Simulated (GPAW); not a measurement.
## C: dielectric tensor with LDA

Crystal: C.

```xyz
8
Lattice="2.5221 0.0000 0.0000 -1.2611 2.1842 0.0000 0.0000 0.0000 8.2371" Properties=species:S:1:pos:R:3 pbc="T T T"
C     1.2611    0.7281    6.9501
C     0.0000    1.4561    2.8315
C     1.2611    0.7281    5.4056
C     0.0000    1.4561    1.2870
C     0.0000    0.0000    7.4649
C     0.0000    0.0000    3.3463
C     0.0000    0.0000    4.8908
C     0.0000    0.0000    0.7722
```

This is a hexagonal form of diamond, not graphite.

* Program: GPAW 26.7.0
* Task: dielectric tensor
* Functional: LDA
* Potentials or basis: the program's PAW data sets (release 1.2.1) made for this functional
* Cutoff: 600 eV
* Basis: pw
* k mesh: 10 × 10 × 3
* Occupations: fermi-dirac, width 0.001 eV
* Spin: no spin polarisation
* Response ecut: 80 eV
* Maxiter: 150
* Response k mesh: 19 × 19 × 5
* Response bands: 80
* Kernels: ["RPA", "LR0.1", "ALDA_X"]
* Coarser k mesh: 13 × 13 × 4

The band gap on the k mesh is 4.38 eV, indirect (least direct gap 5.14 eV) and the electronic dielectric tensor (diagonal) is 5.75, 5.75, 5.86.

Electronic dielectric tensor:
```
5.75 0.00 0.00
0.00 5.75 0.00
0.00 0.00 5.86
```

Wall time 22 min on 1 thread of Arm Neoverse V1, on a shared host, peak memory 1.1 GiB.

Caveat: the long-wavelength limit can be off by a per cent or two; an odd mesh through Γ misses points on the zone boundary, where band edges often lie. Expect the measured gap to be larger: semilocal functionals such as LDA lack the derivative discontinuity.
